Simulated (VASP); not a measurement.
# Core-hole spectrum of ThTeO, part 3 of 3

Wanted: the near-edge structure of ThTeO. The cell has space group P4/nmm. The start is a cell from a database of measured crystal structures.

VASP 6.6.1, plane waves and PAW; the level of theory is named at each step.

So far. Step 3 (K edge, Wyckoff site O a, full hole, excited electron …): The smoothed xx curve reaches a tenth of its top at about 523 eV.

## 4. K edge, Wyckoff site O a, no hole

This step: supercell core-hole method, LDA, no hole; plane waves and PAW (O, Th, Te, O) (VASP 6.6.1).

With CLZ = 0 the final states feel no hole, which shows what the hole does. NBANDS covers the range above the edge.

Input file INCAR:

```
SYSTEM = ThTeO
PREC = Accurate
ENCUT = 400
EDIFF = 1E-06
NELM = 100
ISMEAR = 0
SIGMA = 0.05
LREAL = Auto
ALGO = Normal
GGA = CA
NBANDS = 392
LASPH = .TRUE.
LWAVE = .FALSE.
LCHARG = .FALSE.
ICORELEVEL = 2
CLNT = 1
CLN = 1
CLL = 0
CLZ = 0
CH_LSPEC = .TRUE.
CH_NEDOS = 1500
CH_SIGMA = 0.5
```

Input file POSCAR:

```
ThTeO
1.0
    8.2560000000      0.0000000000      0.0000000000
    0.0000000000      8.2560000000      0.0000000000
    0.0000000000      0.0000000000      7.5580000000
O Th Te O
1 8 8 7
Direct
    0.2500000000      0.2500000000      0.0000000000
    0.0000000000      0.2500000000      0.8291900000
    0.0000000000      0.7500000000      0.8291900000
    0.5000000000      0.2500000000      0.8291900000
    0.5000000000      0.7500000000      0.8291900000
    0.2500000000      0.0000000000      0.1708100000
    0.2500000000      0.5000000000      0.1708100000
    0.7500000000      0.0000000000      0.1708100000
    0.7500000000      0.5000000000      0.1708100000
    0.0000000000      0.2500000000      0.3652000000
    0.0000000000      0.7500000000      0.3652000000
    0.5000000000      0.2500000000      0.3652000000
    0.5000000000      0.7500000000      0.3652000000
    0.2500000000      0.0000000000      0.6348000000
    0.2500000000      0.5000000000      0.6348000000
    0.7500000000      0.0000000000      0.6348000000
    0.7500000000      0.5000000000      0.6348000000
    0.2500000000      0.7500000000      0.0000000000
    0.7500000000      0.2500000000      0.0000000000
    0.7500000000      0.7500000000      0.0000000000
    0.0000000000      0.0000000000      0.0000000000
    0.0000000000      0.5000000000      0.0000000000
    0.5000000000      0.0000000000      0.0000000000
    0.5000000000      0.5000000000      0.0000000000
```

Input file KPOINTS:

```
Automatic mesh
0
Gamma
2 2 2
0 0 0
```

PAW data sets: O, Th, Te and O (PBE family, release 64).

The run is started by

```sh
> mpirun -np 8 vasp_std
```

The program printed:

```text
[... set-up lines as in an earlier step ...]
 entering main loop
       N       E                     dE             d eps       ncg     rms          rms(c)
DAV:   1     0.131614990470E+04    0.13161E+04   -0.50167E+04  4704   0.369E+02
DAV:   2    -0.718271370271E+02   -0.13880E+04   -0.12482E+04  4968   0.130E+02
DAV:   3    -0.226432086086E+03   -0.15460E+03   -0.14768E+03  5576   0.440E+01
DAV:   4    -0.233587649483E+03   -0.71556E+01   -0.69210E+01  6448   0.768E+00
DAV:   5    -0.233716100681E+03   -0.12845E+00   -0.12836E+00  6144   0.110E+00    0.936E+01
DAV:   6    -0.209133720307E+03    0.24582E+02   -0.13356E+01  6776   0.975E+00    0.745E+01
DAV:   7    -0.208275954579E+03    0.85777E+00   -0.97132E+00  5856   0.401E+00    0.477E+01
DAV:   8    -0.208224668988E+03    0.51286E-01   -0.27978E+00  6168   0.235E+00    0.154E+01
DAV:   9    -0.207851673414E+03    0.37300E+00   -0.58956E-01  5896   0.144E+00    0.631E+00
DAV:  10    -0.207851338694E+03    0.33472E-03   -0.11522E-01  5432   0.311E-01    0.578E-01
DAV:  11    -0.207849938844E+03    0.13998E-02   -0.34283E-03  6120   0.825E-02    0.160E+00
DAV:  12    -0.207849525367E+03    0.41348E-03   -0.97245E-04  6528   0.361E-02    0.364E-01
DAV:  13    -0.207849542302E+03   -0.16935E-04   -0.89305E-05  6120   0.147E-02    0.319E-01
DAV:  14    -0.207849514678E+03    0.27623E-04   -0.42699E-05  7232   0.107E-02    0.200E-02
DAV:  15    -0.207849515432E+03   -0.75352E-06   -0.14805E-05  5664   0.379E-03    0.128E-02
DAV:  16    -0.207849515490E+03   -0.58029E-07   -0.48072E-07  3464   0.696E-04
   1 F= -.20784952E+03 E0= -.20784737E+03  d E =-.429261E-02
 Starting Core_Hole_Spec
 Ending Core_Hole_Spec
```

Run time: 2.5 min. Hardware: 8 MPI ranks of Intel Xeon 6975P-C (Granite Rapids), shared host; peak memory 1.8 GiB; 20 min of CPU time.

OUTCAR, selected parts (step 4):

```text
 Found      6 irreducible k-points:

   NELECT =     192.0000    total number of electrons

 the core state eigenenergies are
   1-  1s   -499.3947
   2-  1s-109980.7394  2s -20378.5294  2p -17040.1271  3s  -5097.0468  3p  -4165.6275
       3d  -3333.3590  4s  -1270.9977  4p   -966.6289  4d   -651.9678  4f   -315.0716
       5s   -268.5153  5p   -175.8259  5d    -76.2489
   3-  1s-109980.7394  2s -20378.5294  2p -17040.1271  3s  -5097.0468  3p  -4165.6275
       3d  -3333.3590  4s  -1270.9977  4p   -966.6289  4d   -651.9678  4f   -315.0716
       5s   -268.5153  5p   -175.8259  5d    -76.2489
   4-  1s-109980.7394  2s -20378.5294  2p -17040.1271  3s  -5097.0468  3p  -4165.6275
       3d  -3333.3590  4s  -1270.9977  4p   -966.6289  4d   -651.9678  4f   -315.0716
       5s   -268.5153  5p   -175.8259  5d    -76.2489
   5-  1s-109980.7394  2s -20378.5294  2p -17040.1271  3s  -5097.0468  3p  -4165.6275
       3d  -3333.3590  4s  -1270.9977  4p   -966.6289  4d   -651.9678  4f   -315.0716
       5s   -268.5153  5p   -175.8259  5d    -76.2489
   6-  1s-109980.7394  2s -20378.5294  2p -17040.1271  3s  -5097.0468  3p  -4165.6275
       3d  -3333.3590  4s  -1270.9977  4p   -966.6289  4d   -651.9678  4f   -315.0716
       5s   -268.5153  5p   -175.8259  5d    -76.2489
   7-  1s-109980.7394  2s -20378.5294  2p -17040.1271  3s  -5097.0468  3p  -4165.6275
       3d  -3333.3590  4s  -1270.9977  4p   -966.6289  4d   -651.9678  4f   -315.0716
       5s   -268.5153  5p   -175.8259  5d    -76.2489
   8-  1s-109980.7394  2s -20378.5294  2p -17040.1271  3s  -5097.0468  3p  -4165.6275
       3d  -3333.3590  4s  -1270.9977  4p   -966.6289  4d   -651.9678  4f   -315.0716
       5s   -268.5153  5p   -175.8259  5d    -76.2489
   9-  1s-109980.7394  2s -20378.5294  2p -17040.1271  3s  -5097.0468  3p  -4165.6275
       3d  -3333.3590  4s  -1270.9977  4p   -966.6289  4d   -651.9678  4f   -315.0716
       5s   -268.5153  5p   -175.8259  5d    -76.2489
  10-  1s -31607.0793  2s  -4834.6941  2p  -4338.0840  3s   -950.9627  3p   -789.6196
       3d   -545.8646  4s   -150.5580  4p   -100.6098  4d    -27.9741
  11-  1s -31607.0793  2s  -4834.6941  2p  -4338.0840  3s   -950.9627  3p   -789.6196
       3d   -545.8646  4s   -150.5580  4p   -100.6098  4d    -27.9741
  12-  1s -31607.0793  2s  -4834.6941  2p  -4338.0840  3s   -950.9627  3p   -789.6196
       3d   -545.8646  4s   -150.5580  4p   -100.6098  4d    -27.9741
  13-  1s -31607.0793  2s  -4834.6941  2p  -4338.0840  3s   -950.9627  3p   -789.6196
       3d   -545.8646  4s   -150.5580  4p   -100.6098  4d    -27.9741
  14-  1s -31607.0793  2s  -4834.6941  2p  -4338.0840  3s   -950.9627  3p   -789.6196
       3d   -545.8646  4s   -150.5580  4p   -100.6098  4d    -27.9741
  15-  1s -31607.0793  2s  -4834.6941  2p  -4338.0840  3s   -950.9627  3p   -789.6196
       3d   -545.8646  4s   -150.5580  4p   -100.6098  4d    -27.9741
  16-  1s -31607.0793  2s  -4834.6941  2p  -4338.0840  3s   -950.9627  3p   -789.6196
       3d   -545.8646  4s   -150.5580  4p   -100.6098  4d    -27.9741
[...]
23-  1s   -499.3947
  24-  1s   -499.3947

 E-fermi :   7.9099

 k-point     1 :       0.0000    0.0000    0.0000
  band No.  band energies     occupation
    ...
     92       6.4218      2.00000
     93       6.4218      2.00000
     94       7.2567      2.00000
     95       7.8574      1.86213
     96       7.8574      1.86213
     97       7.9484      0.27574
     98       8.9772      0.00000
     99       9.0707      0.00000
    100       9.0707      0.00000
    101       9.0707      0.00000
    ...

 k-point     2 :       0.5000    0.0000    0.0000
  band No.  band energies     occupation
    ...
     92       6.3850      2.00000
     93       7.0336      2.00000
     94       7.0336      2.00000
     95       7.1209      2.00000
     96       7.1209      2.00000
     97       8.8272      0.00000
     98       8.8272      0.00000
     99       9.4021      0.00000
    100       9.4021      0.00000
    101       9.4021      0.00000
    ...

  Total      -19.4425398    -19.4425398    -18.8251260     -0.0000000      0.0000000     -0.0000000
  in kB      -60.4668469    -60.4668469    -58.5466727     -0.0000000      0.0000000     -0.0000000
  external PRESSURE =     -59.8267888 kB  Pullay stress =       0.0000000 kB

 POSITION                                       TOTAL-FORCE (eV/Angst)
 -----------------------------------------------------------------------------------
      2.06400      2.06400      0.00000        -0.000000      0.000000      0.000000
      0.00000      2.06400      6.26702         0.000001      0.000000      0.529028
      0.00000      6.19200      6.26702        -0.000000      0.000000      0.529028
      4.12800      2.06400      6.26702        -0.000001      0.000000      0.529028
      4.12800      6.19200      6.26702         0.000000      0.000000      0.529028
      2.06400      0.00000      1.29098        -0.000000      0.000001     -0.529028
      2.06400      4.12800      1.29098        -0.000000     -0.000001     -0.529028
      6.19200      0.00000      1.29098        -0.000000     -0.000000     -0.529028
      6.19200      4.12800      1.29098        -0.000000      0.000000     -0.529028
      0.00000      2.06400      2.76018        -0.000000      0.000000      0.048900
      0.00000      6.19200      2.76018        -0.000000      0.000000      0.048900
      4.12800      2.06400      2.76018         0.000000      0.000000      0.048900
      4.12800      6.19200      2.76018         0.000000      0.000000      0.048900
      2.06400      0.00000      4.79782        -0.000000     -0.000000     -0.048900
      2.06400      4.12800      4.79782        -0.000000      0.000000     -0.048900
      6.19200      0.00000      4.79782        -0.000000     -0.000000     -0.048900
      6.19200      4.12800      4.79782        -0.000000      0.000000     -0.048900
      2.06400      6.19200      0.00000        -0.000000      0.000000     -0.000000
      6.19200      2.06400      0.00000        -0.000000      0.000000      0.000000
      6.19200      6.19200      0.00000        -0.000000      0.000000      0.000000
      0.00000      0.00000      0.00000        -0.000000     -0.000000      0.000000
      0.00000      4.12800      0.00000        -0.000000      0.000000      0.000000
      4.12800      0.00000      0.00000         0.000000     -0.000000      0.000000
      4.12800      4.12800      0.00000         0.000000      0.000000      0.000000
 -----------------------------------------------------------------------------------
    total drift:                                0.000000      0.000000      0.000000

  FREE ENERGIE OF THE ION-ELECTRON SYSTEM (eV)
  ---------------------------------------------------
  free  energy   TOTEN  =      -207.8495154899 eV

  energy  without entropy=     -207.8452228833  energy(sigma->0) =     -207.84736919

[... 10 parts as in an earlier step ...]

[... 3 further parts left out ...]
```

This step gave:

| Item | Value |
| --- | --- |
| free energy (TOTEN) | -207.8495 eV |
| energy at zero smearing | -207.8474 eV |
| Fermi energy | 7.910 eV |
| pressure | -5.983 GPa |

The imaginary dielectric function times 10^5 has structure finer than the step of the table below, so its rows give means over 1 eV, whole bins alone (the curve runs from 519 to 564 eV). Peaks (eV: height): xx 529.0: 13.8, 533.8: 6.68; zz 525.3: 10.9, 528.3: 14.3, 534.2: 5.79, 537.9: 6.51, 546.1: 4.19.

Smoothed further by a Gaussian, to a width of roughly 1 to 1.2 eV in all; heights scale with one over the cell volume; the energy axis is the program's own, and the fall at its high end is where NBANDS ends. Table of imaginary dielectric function times 10^5 by photon energy; means over each step:

```csv
photon energy (eV),xx,zz
521,5.5e-4,8.5e-5
522,0.0213,0.0310
523,0.540,0.955
524,3.39,4.85
525,6.80,9.90
526,6.45,6.97
527,7.65,6.95
528,10.5,13.0
529,13.1,9.58
530,6.89,5.56
531,3.25,5.10
532,3.54,2.27
533,6.03,2.00
534,6.18,4.96
535,4.11,3.62
536,3.93,3.20
537,4.48,3.85
538,3.58,5.96
539,2.84,3.60
540,2.34,2.11
541,2.80,2.04
542,3.39,3.22
543,2.38,2.64
544,1.70,3.56
545,1.64,3.53
546,2.16,4.02
547,2.48,3.35
548,2.81,3.05
549,2.53,2.62
550,2.53,2.58
551,2.13,1.49
552,0.231,0.214
553,0.00127,0.00184
554,0,0
```

The smoothed xx curve reaches a tenth of its top at about 523 eV.

## 5. Summary

This step: supercell core-hole method, LDA; plane waves and PAW (VASP 6.6.1).

Derived from the runs above.

Core-hole runs:

```csv
site,hole,cost (core minutes)
O a,"full hole, excited electron kept",18.27
O a,no hole,19.87
```

## 6. Results

| Item | Value |
| --- | --- |
| K edge of O a, full hole, excited electron kept | xx reaches a tenth of its top at 523.01 eV on the program's axis; share within the next 5 eV of the next 20 eV: 41 % |
| K edge of O a, no hole | xx reaches a tenth of its top at 523.46 eV on the program's axis; share within the next 5 eV of the next 20 eV: 33 % |

In words: The O K edge, for light polarised along x, reaches a tenth of its top at 523.01 eV on the program's axis. That mark passes over any weaker pre-edge, and only dipole transitions enter. The electron from the core stays in the cell and fills some of the lowest empty states. Whether the program still counts those as final states wasn't checked, so features at and just under the onset are in doubt. Share of the first 20 eV of absorption, for light polarised along x, that lies within 5 eV of each run's own onset: 33 % with no hole and 41 % with full hole, excited electron kept. The hole draws weight to the edge. One site of the element was run (Wyckoff letter a). With 24 atoms and a 2×2×2 mesh the peak shapes still carry the imprint of the mesh, and the holes are close enough to feel one another. The fall at the high end is where NBANDS ends. The other core electrons stay frozen, so neither the program's energy axis nor the change of TOTEN is an excitation energy; spectra are aligned at the onset when set beside measurement. The given cell is kept, although it stands at -6.0 GPa at LDA and ENCUT = 400 eV, which holds the mismatch of the given cell with this functional, any error of the entry itself and any basis-set error. The atoms weren't relaxed and carry forces of up to 0.53 eV/Å at LDA in the cell without a hole, so the numbers belong to the given coordinates, and a relaxation would change them. Not tabulated here, as repeats of values shown or as unfit to read for their mesh, reference level or band range: gaps (K edge, supercell without a hole); core levels (K edge).

[Lines on the potential files, build, host, timing and source positions are cut from VASP's logs without a mark.]

[Logs are printed without paths, hosts, clocks, repeated set-up lines and the standing remarks that a program may print on its own settings, such as how far it seeks lower states.]

[Hosts, paths, dates, database ids (printed as entryN), source tags and the programs' standing remarks are cut or masked in the printed files.]
